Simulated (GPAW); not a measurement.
# ZnS (Wurtzite-2H) (P6_3mc) in GPAW: settings compared

The runs below take ZnS (Wurtzite-2H) through relaxation of cell and atoms, single point, with BP86, PBE.

All numbers are computed with GPAW 26.7.0; they aren't measurements. Logs are shortened: lines on timing, memory, paths and dates and some standing lists are left out, and cuts for length are marked. The log counts tension as positive stress, the text compression.

## 1. Starting point

Symmetry: P6_3mc, No. 186, hexagonal system. Conventional cell: a = 3.811 Å, b = 3.811 Å, c = 6.234 Å, α = 90.00°, β = 90.00°, γ = 120.00°. Zn (site symmetry 3m) is surrounded by 4 S at 2.31 to 2.40 Å. Around S (site symmetry 3m) lie 4 Zn at 2.31 to 2.40 Å.

## 2. Relaxation of cell and atoms, BP86, target pressure -1 GPa, at which the enthalpy is minimised

run.py reads:

```python
from ase.filters import FrechetCellFilter
from ase.io import write
from ase.optimize import FIRE
from ase.spacegroup import crystal
from ase.units import GPa
from gpaw import GPAW, PW, setup_paths

setup_paths.insert(0, '.')

# Zn 2b
# S 2b
atoms = crystal(['Zn', 'S'],
                basis=[[0.6666666667, 0.3333333333, 0.5],
                       [0.6666666667, 0.3333333333, 0.885]],
                spacegroup=186, setting=1,  # P6_3mc
                cellpar=[3.811, 3.811, 6.234, 90.0, 90.0, 120.0],
                primitive_cell=True)

calc = GPAW(mode=PW(600),
            xc='GGA_X_B88+GGA_C_P86',
            kpts={'size': (6, 6, 3), 'gamma': True},
            occupations={'name': 'fermi-dirac', 'width': 0.05},
            nbands=31,
            convergence={'density': 1e-06, 'energy': 1e-06, 'eigenstates': 1e-10},
            maxiter=150,
            txt='gpaw.txt')
atoms.calc = calc
opt = FIRE(FrechetCellFilter(atoms, scalar_pressure=-1 * GPa), trajectory='relax.traj', logfile='-')
done = opt.run(fmax=0.02, steps=60)
calc.write('gs.gpw')
write('result.traj', atoms)
print('Converged:', done)
print('Cell:', atoms.cell.cellpar().round(4))
print('Volume:', round(atoms.get_volume(), 4))
print(atoms.get_scaled_positions().round(5))
```

Potentials or basis: PAW data sets generated in the run's folder for this functional, pw.

Launch:

```console
$ gpaw-setup -f GGA_X_B88+GGA_C_P86 S Zn
$ OMP_NUM_THREADS=1 python run.py
```

gpaw.txt:

```text
__  _  _
 | _ |_)|_||  |
 |__||  | ||/\| - 26.7.0

Input parameters:
  mode=PW(ecut=600.0),
  convergence={'density': 1e-06, 'energy': 1e-06, 'eigenstates': 1e-10},
  kpts=MonkhorstPack(size=(6, 6, 3), gamma=True),
  maxiter=150,
  nbands=31,
  occupations=Occupations(name='fermi-dirac', width=0.05),
  xc=XC(name='GGA_X_B88+GGA_C_P86')

Diagonalizing LCAO Hamiltonian
Converting LCAO to pw mode

            S

            Zn
        S

        Zn

Atoms  # Å, Bohr magnetons
|   | symbol |         x |        y |        z |    initial magnetic moments |
|---|--------|-----------|----------|----------|-----------------------------|
| 0 |     Zn |  1.905500 | 1.100141 | 3.117000 | ( 0.0000,  0.0000,  0.0000) |
| 1 |     Zn | -0.000000 | 2.200282 | 0.000000 | ( 0.0000,  0.0000,  0.0000) |
| 2 |      S |  1.905500 | 1.100141 | 5.517090 | ( 0.0000,  0.0000,  0.0000) |
| 3 |      S | -0.000000 | 2.200282 | 2.400090 | ( 0.0000,  0.0000,  0.0000) |

Unit cell  # Å
| periodic |         x |        y |        z |  lengths |     angles |
|----------|-----------|----------|----------|----------|------------|
|      yes |  3.811000 | 0.000000 | 0.000000 | 3.811000 |  90.000000 |
|      yes | -1.905500 | 3.300423 | 0.000000 | 3.811000 |  90.000000 |
|      yes |  0.000000 | 0.000000 | 6.234000 | 6.234000 | 120.000000 |
[... 1151 lines left out ...]
|         12 |        -1.710 |     2.000 |
|         13 |         2.568 |     2.000 |
|         14 |         2.568 |     2.000 |
|         15 |         3.396 |     2.000 |
[... 8 lines left out ...]
|         24 |        11.055 |     0.000 |
|         25 |        12.603 |     0.000 |
|        ... |               |           |
|         30 |        15.569 |     0.000 |

Gap: 2.045 eV
Transition (v -> c):
  (s=0, k=0, n=17, [0.00, 0.00, 0.00]) -> (s=0, k=0, n=18, [0.00, 0.00, 0.00])
No difference between direct/indirect transitions

Stress tensor  # eV/Ang^3
|         x |        y |         z |
|-----------|----------|-----------|
|  0.000347 | 0.000000 | -0.000000 |
|  0.000000 | 0.000347 | -0.000000 |
| -0.000000 | 0.000000 | -0.003219 |

Forces  # eV/Ang
|       x |        y |        z |
|---------|----------|----------|
| 0.00000 |  0.00000 |  0.02315 |  # Zn   0
| 0.00000 |  0.00000 |  0.02312 |  # Zn   1
| 0.00000 |  0.00000 | -0.02311 |  # S    2
| 0.00000 | -0.00000 | -0.02304 |  # S    3

Interpolating wave functions to new cell

            S

            Zn
        S

        Zn

Atoms  # Å, Bohr magnetons
|   | symbol |         x |        y |        z |    initial magnetic moments |
|---|--------|-----------|----------|----------|-----------------------------|
| 0 |     Zn |  1.933553 | 1.116338 | 3.183046 | ( 0.0000,  0.0000,  0.0000) |
| 1 |     Zn | -0.000000 | 2.232675 | 0.036517 | ( 0.0000,  0.0000,  0.0000) |
| 2 |      S |  1.933553 | 1.116338 | 5.532827 | ( 0.0000,  0.0000,  0.0000) |
| 3 |      S | -0.000000 | 2.232675 | 2.386308 | ( 0.0000,  0.0000,  0.0000) |
[... 4048 lines left out ...]
Gap: 1.961 eV
Transition (v -> c):
  (s=0, k=0, n=17, [0.00, 0.00, 0.00]) -> (s=0, k=0, n=18, [0.00, 0.00, 0.00])
No difference between direct/indirect transitions

Stress tensor  # eV/Ang^3
|         x |         y |         z |
|-----------|-----------|-----------|
|  0.006281 | -0.000000 | -0.000000 |
| -0.000000 |  0.006281 | -0.000000 |
| -0.000000 | -0.000000 |  0.005514 |

Forces  # eV/Ang
|       x |       y |        z |
|---------|---------|----------|
| 0.00000 | 0.00000 |  0.02232 |  # Zn   0
| 0.00000 | 0.00000 |  0.02233 |  # Zn   1
| 0.00000 | 0.00000 | -0.02221 |  # S    2
| 0.00000 | 0.00000 | -0.02223 |  # S    3

Interpolating wave functions to new cell

            S

            Zn
        S

        Zn

Atoms  # Å, Bohr magnetons
|   | symbol |         x |        y |        z |    initial magnetic moments |
|---|--------|-----------|----------|----------|-----------------------------|
| 0 |     Zn |  1.933325 | 1.116206 | 3.192288 | ( 0.0000,  0.0000,  0.0000) |
| 1 |     Zn | -0.000000 | 2.232412 | 0.029784 | ( 0.0000,  0.0000,  0.0000) |
| 2 |      S |  1.933325 | 1.116206 | 5.567860 | ( 0.0000,  0.0000,  0.0000) |
| 3 |      S | -0.000000 | 2.232412 | 2.405358 | ( 0.0000,  0.0000,  0.0000) |
[... 444 lines left out ...]
Gap: 1.960 eV
Transition (v -> c):
  (s=0, k=0, n=17, [0.00, 0.00, 0.00]) -> (s=0, k=0, n=18, [0.00, 0.00, 0.00])
No difference between direct/indirect transitions

Stress tensor  # eV/Ang^3
|         x |         y |         z |
|-----------|-----------|-----------|
|  0.006350 | -0.000000 |  0.000000 |
| -0.000000 |  0.006350 | -0.000000 |
|  0.000000 | -0.000000 |  0.005470 |

Forces  # eV/Ang
|       x |        y |        z |
|---------|----------|----------|
| 0.00000 |  0.00000 |  0.01812 |  # Zn   0
| 0.00000 |  0.00000 |  0.01812 |  # Zn   1
| 0.00000 |  0.00000 | -0.01800 |  # S    2
| 0.00000 | -0.00000 | -0.01802 |  # S    3

# Writing to gs.gpw (mode='')
```

It took 4.4 min on 1 thread of AMD EPYC 9R45 (Zen 5), shared host; peak memory 0.28 GiB.

What came out:

```
Free energy                                            : -13.3677 eV
Relaxed volume                                         : 20.47 Å³/atom
Relaxed cell                                           : a = 3.867 Å, b = 3.867 Å, c = 6.325 Å, α = 90.00°, β = 90.00°, γ = 120.00°
Space group after relaxing (to 0.05 Å)                 : P6_3mc (No. 186)
Energy change on relaxing (the enthalpy is what falls) : -8.6 meV/atom
Ionic steps                                            : 24
Pressure after relaxing                                : -1.0 GPa
Largest force after relaxing                           : 0.018 eV/Å
Band gap on the k mesh                                 : 1.96 eV, direct
```

Forces in eV/Å, atoms in the order of the input:
```
Zn   0.000  0.000  0.018
Zn   0.000  0.000  0.018
S    0.000  0.000 -0.018
S    0.000  0.000 -0.018
```

The path:
```csv
step,energy change (eV),largest force (eV/Å),pressure (GPa),volume (Å³)
1,0.0000,0.3231,2.32,78.41
2,-0.0076,0.2886,2.05,78.65
3,-0.0197,0.2224,1.54,79.11
4,-0.0310,0.1303,0.88,79.77
5,-0.0367,0.0231,0.13,80.58
6,-0.0343,0.0786,-0.64,81.50
7,-0.0344,0.0758,-0.65,81.51
8,-0.0345,0.0704,-0.66,81.52
9,-0.0347,0.0626,-0.68,81.54
10,-0.0349,0.0526,-0.70,81.57
11,-0.0351,0.0410,-0.73,81.60
12,-0.0352,0.0282,-0.76,81.64
13,-0.0352,0.0147,-0.80,81.69
14,-0.0351,0.0002,-0.84,81.74
15,-0.0348,0.0153,-0.90,81.81
16,-0.0344,0.0283,-0.96,81.89
17,-0.0344,0.0281,-0.96,81.89
18,-0.0344,0.0275,-0.96,81.89
19,-0.0344,0.0266,-0.96,81.89
20,-0.0344,0.0254,-0.96,81.89
21,-0.0344,0.0240,-0.96,81.89
22,-0.0344,0.0223,-0.97,81.89
23,-0.0344,0.0204,-0.97,81.90
24,-0.0344,0.0181,-0.97,81.90
```

Final structure:
```
Zn S
1.0
     3.86665    0.00000    0.00000
    -1.93332    3.34862    0.00000
     0.00000    0.00000    6.32524
Zn S
2 2
Direct
  0.66667 0.33333 0.50475
  0.33333 0.66667 0.00475
  0.66667 0.33333 0.88025
  0.33333 0.66667 0.38025
```

Caveat: later steps reuse the first step's grids.

## 3. Single point, PBE

run.py reads:

```python
from ase.dft.bandgap import bandgap
from ase.io import read, write
from ase.units import GPa
from gpaw import GPAW, PW

atoms = read('ZnS.cif')

calc = GPAW(mode=PW(600),
            xc='PBE',
            kpts={'size': (2, 2, 2), 'gamma': True},
            occupations={'name': 'fermi-dirac', 'width': 0.05},
            nbands=31,
            convergence={'density': 1e-05, 'energy': 1e-05},
            maxiter=50,
            txt='gpaw.txt')
atoms.calc = calc
energy = atoms.get_potential_energy()
forces = atoms.get_forces()
stress = atoms.get_stress()
calc.write('gs.gpw')
write('result.traj', atoms)
print(f'Energy: {energy:.6f} eV')
print('Forces (eV/A):')
print(forces.round(4))
print('Stress (GPa):', (stress / GPa).round(3))
print('Fermi level:', round(calc.get_fermi_level(), 4), 'eV')
print(f'Gap: {bandgap(calc)[0]:.4f} eV, direct: {bandgap(calc, direct=True)[0]:.4f} eV')
```

ZnS.cif reads:

```cif
data_ZnS
_cell_length_a 3.81100000
_cell_length_b 3.81100000
_cell_length_c 6.23400000
_cell_angle_alpha 90.00000000
_cell_angle_beta 90.00000000
_cell_angle_gamma 120.00000000
_space_group_name_H-M_alt 'P6_3mc'
_space_group_name_Hall 'P 6c -2c'
_space_group_IT_number 186
loop_
_space_group_symop_operation_xyz
'x,y,z'
'x-y,x,z+1/2'
'-y,x-y,z'
'-x,-y,z+1/2'
'-x+y,-x,z'
'y,-x+y,z+1/2'
'y,x,z+1/2'
'x,x-y,z'
'x-y,-y,z+1/2'
'-y,-x,z'
'-x,-x+y,z+1/2'
'-x+y,y,z'
loop_
_atom_site_label
_atom_site_type_symbol
_atom_site_symmetry_multiplicity
_atom_site_Wyckoff_symbol
_atom_site_fract_x
_atom_site_fract_y
_atom_site_fract_z
_atom_site_occupancy
Zn1 Zn 2 b 0.6666666667 0.3333333333 0.5000000000 1
S1 S 2 b 0.6666666667 0.3333333333 0.8850000000 1
```

Potentials or basis: GPAW PAW data sets (gpaw-data 1.2.1), pw.

Launch:

```console
$ OMP_NUM_THREADS=1 python run.py
```

gpaw.txt:

```text
__  _  _
 | _ |_)|_||  |
 |__||  | ||/\| - 26.7.0

Input parameters:
  mode=PW(ecut=600.0),
  convergence={'density': 1e-05, 'energy': 1e-05},
  kpts=MonkhorstPack(size=(2, 2, 2), gamma=True),
  maxiter=50,
  nbands=31,
  occupations=Occupations(name='fermi-dirac', width=0.05),
  xc=XC(name='PBE')

Diagonalizing LCAO Hamiltonian
Converting LCAO to pw mode

            S

            Zn
        S

        Zn

Atoms  # Å, Bohr magnetons
|   | symbol |        x |        y |        z |    initial magnetic moments |
|---|--------|----------|----------|----------|-----------------------------|
| 0 |     Zn | 1.905500 | 1.100141 | 3.117000 | ( 0.0000,  0.0000,  0.0000) |
| 1 |     Zn | 0.000000 | 2.200282 | 0.000000 | ( 0.0000,  0.0000,  0.0000) |
| 2 |      S | 1.905500 | 1.100141 | 5.517090 | ( 0.0000,  0.0000,  0.0000) |
| 3 |      S | 0.000000 | 2.200282 | 2.400090 | ( 0.0000,  0.0000,  0.0000) |

Unit cell  # Å
| periodic |         x |        y |        z |  lengths |     angles |
|----------|-----------|----------|----------|----------|------------|
|      yes |  3.811000 | 0.000000 | 0.000000 | 3.811000 |  90.000000 |
|      yes | -1.905500 | 3.300423 | 0.000000 | 3.811000 |  90.000000 |
|      yes |  0.000000 | 0.000000 | 6.234000 | 6.234000 | 120.000000 |

Number of symmetries: 6
Symmetry operations  # r_c * U_cc + t_c -> r_c
|   | kind |            matrix            |
|---|------|------------------------------|
| 0 |  σ   |  1, 1, 0,  0,-1, 0,  0, 0, 1 |
| 1 |  E   |  1, 0, 0,  0, 1, 0,  0, 0, 1 |
| 2 |  C3  |  0, 1, 0, -1,-1, 0,  0, 0, 1 |
| 3 |  σ   |  0,-1, 0, -1, 0, 0,  0, 0, 1 |
| 4 |  σ   | -1, 0, 0,  1, 1, 0,  0, 0, 1 |
| 5 |  C3  | -1,-1, 0,  1, 0, 0,  0, 0, 1 |

BZ-sampling:
  Number of BZ points: 8
  Number of IBZ points: 4

  Monkhorst-Pack size: [2, 2, 2]
  Monkhorst-Pack shift: [0.25, 0.25, 0.25]

K-points  # in reciprocal-cell coordinates
|   |                                coordinates |     weight |
|---|--------------------------------------------|------------|
| 0 | (  0.00000000,   0.00000000,   0.00000000) | 0.12500000 |
| 1 | (  0.00000000,   0.00000000,   0.50000000) | 0.12500000 |
| 2 | (  0.50000000,   0.50000000,   0.00000000) | 0.37500000 |
| 3 | (  0.50000000,   0.50000000,   0.50000000) | 0.37500000 |

Plane wave coefficients: 2623
Cutoff: 600.0 eV

Spin-components: 1 (collinear spins)
Bands:           31
Projectors:      22
Spin-degeneracy: 2
Datatype:        complex128

Parallelization:
  kpt:    1
  domain: 1
  band:   1

Density:
  Valence electrons: 36.0
  Components: 1
  Grid points: [24 24 36]
  Charge: 0.0  # |e|

Potential:
  Grid points: [24 24 36]

species:
  Zn:
    name:    Zinc
    Z:       30.0
    valence: 12
    core:    18
    charge:  0.0  # [|e|]
    compensation charges:
      type: gauss
      rc: 0.37  # [Å]
      lmax: 2
    cutoffs:
      filter: 2.14  # [Å]
      core: 2.28  # [Å]
    projectors
    | kind |    occ | energy [eV] | rcut [Å] |
    |------|--------|-------------|----------|
    |   4s |  2.000 |      -5.977 |    1.286 |
    |   4p |  0.000 |      -1.117 |    1.270 |
    |   3d | 10.000 |     -10.142 |    1.180 |
    |    s |        |      21.234 |    1.286 |
    |    p |        |      26.095 |    1.270 |
    |    d |        |      17.070 |    1.180 |

    Using partial waves for Zn as LCAO basis

  S:
    name:    Sulfur
    Z:       16.0
    valence: 6
    core:    10
    charge:  0.0  # [|e|]
    compensation charges:
      type: gauss
      rc: 0.24  # [Å]
      lmax: 2
    cutoffs:
      filter: 1.77  # [Å]
      core: 1.66  # [Å]
    projectors
    | kind |    occ | energy [eV] | rcut [Å] |
    |------|--------|-------------|----------|
    |   3s |  2.000 |     -17.254 |    0.974 |
    |   3p |  4.000 |      -7.008 |    0.979 |
    |    s |        |       9.957 |    0.974 |
    |    p |        |      20.203 |    0.979 |
    |    d |        |       0.000 |    0.900 |

    Using partial waves for S as LCAO basis

Reference energy: -119437.893101  # eV

eigensolver:
  PPCG
  Converge bands: occupied
  niter=2

density mixing:
  MSR1-Mixer
  Pratt-step length: 0.05
  Maximum mixing coefficient: 0.75
  Old densities: 10
  SVD Regularization: 0.005
  Good broyden scale: 1.0
  Trust region scale: 1.0
  Backstep threshold: 4.0
  History deletion threshold: 6.0
  Fourier metric: weight=20.0, sigma=0.015

occupation numbers:
  Fermi-Dirac:
    width: 0.0500  # eV

poisson solver:
  ecut: 4800.0  # eV

xc functional:
  name: PBE with 2 nearest neighbor stencil

convergence criteria:
- Maximum integral of absolute [dens]ity change: 1e-05 electrons / valence electron
- Maximum [total energy] change in last 3 cyles: 1e-05 eV / valence electron
- Maximum integral of absolute [eigenst]ate change: 4e-08 eV^2 / valence electron
maximum number of iterations: 50

SCF iterations
|iter     | |      energy | eigst |  dens |
|---------|-|-------------|-------|-------|
|iter:   1| |  -13.508059 | +0.04 |       |
|iter:   2| |  -13.287275 | -1.62 | -1.12 |
|iter:   3| |  -12.518486 | -1.17 | -1.17 |
|iter:   4| |  -12.521309 | -2.35 | -1.75 |
|iter:   5| |  -12.525683 | -3.30 | -2.18 |
|iter:   6| |  -12.525432 | -3.78 | -2.75 |
|iter:   7| |  -12.525510c| -4.75 | -3.43 |
|iter:   8| |  -12.525527c| -5.86 | -3.80 |
|iter:   9| |  -12.525527c| -6.97 | -4.34 |
|iter:  10| |  -12.525527c| -7.84c| -4.93 |
|iter:  11| |  -12.525527c| -8.37c| -5.44c|

Converged in 11 steps
Energy contributions relative to reference atoms: (reference = -119437.893101)

Energy contributions:
  Kinetic:          28.202545
  Coulomb:         -22.177508
  Zero:              0.065160
  External:          0.000000
  Xc:              -18.615723
  Entropy:          -0.000000
  Spinorbit:         0.000000
  ----------------------------
  Free energy:     -12.525527
  Extrapolated:    -12.525527

dipole moment: (0.000001, -0.000000, -7.440134)  # |e|*Ang

Fermi level: 5.084
Eigenvalues  # (at kpt = [0.000, 0.000, 0.000])
| band index |      eig [eV] | occ [0-2] |
|------------|---------------|-----------|
|          0 |        -9.202 |     2.000 |
|        ... |               |           |
|         10 |        -2.011 |     2.000 |
|         11 |        -1.843 |     2.000 |
|         12 |        -1.247 |     2.000 |
|         13 |         3.113 |     2.000 |
|         14 |         3.113 |     2.000 |
|         15 |         3.970 |     2.000 |
[... 8 lines left out ...]
|         24 |        11.472 |     0.000 |
|         25 |        13.262 |     0.000 |
|        ... |               |           |
|         30 |        16.120 |     0.000 |

Gap: 2.191 eV
Transition (v -> c):
  (s=0, k=0, n=17, [0.00, 0.00, 0.00]) -> (s=0, k=0, n=18, [0.00, 0.00, 0.00])
No difference between direct/indirect transitions

Forces  # eV/Ang
|        x |        y |        z |
|----------|----------|----------|
|  0.00000 | -0.00000 |  0.57178 |  # Zn   0
|  0.00000 |  0.00000 |  0.57179 |  # Zn   1
| -0.00000 |  0.00000 | -0.57176 |  # S    2
| -0.00000 |  0.00000 | -0.57176 |  # S    3

Stress tensor  # eV/Ang^3
|         x |         y |         z |
|-----------|-----------|-----------|
| -0.051818 |  0.000000 | -0.000000 |
|  0.000000 | -0.051818 | -0.000000 |
| -0.000000 | -0.000000 |  0.004260 |

# Writing to gs.gpw (mode='')
```

It took 5.7 s on 1 thread of AMD EPYC 9R45 (Zen 5), shared host; peak memory 0.17 GiB.

These settings aren't checked as converged: the numbers below hold their error.

What came out:

```
Free energy            : -12.5255 eV
Pressure               : 5.3 GPa
Largest force          : 0.572 eV/Å
Band gap on the k mesh : 2.19 eV, direct
```

Caveat: the k mesh is coarse (spacing up to 0.95 Å⁻¹), so the values aren't converged.

## 4. Single point, PBE

Changes to run.py since step 3:

```diff
@@ -9,3 +9,3 @@
             xc='PBE',
-            kpts={'size': (2, 2, 2), 'gamma': True},
+            kpts={'size': (13, 13, 7), 'gamma': True},
             occupations={'name': 'fermi-dirac', 'width': 0.05},
```

ZnS.cif is that of step 3.

Launch:

```console
$ OMP_NUM_THREADS=1 python run.py
```

Run time: 2.7 min. Hardware: 1 thread of AMD EPYC 7B13 (Zen 3), shared host; peak memory 0.4 GiB.

It converged, with:

```yaml
Free_energy: -13.8065 eV
Pressure: 2.4 GPa
Largest_force: 0.328 eV/Å
Band_gap_on_the_k_mesh: 2.24 eV, direct
```

Forces in eV/Å, atoms in the order of the input:
```
Zn   0.000  0.000  0.328
Zn   0.000  0.000  0.328
S    0.000  0.000 -0.328
S    0.000  0.000 -0.328
```

Stress tensor (GPa, compression positive):
```
3.07 0.00 0.00
0.00 3.07 0.00
0.00 0.00 0.95
```

Levels at points of the mesh, in eV from the valence-band top:
```tsv
k point	band 14	band 15	band 16	band 17	band 18	band 19	band 20	band 21	band 22	band 23
(0.00, 0.00, 0.00)	-0.86	-0.86	-0.01	-0.01	0.00	2.24	2.99	6.28	6.28	6.58
```

Caveat: an odd mesh through Γ misses points on the zone boundary, where band edges often lie.
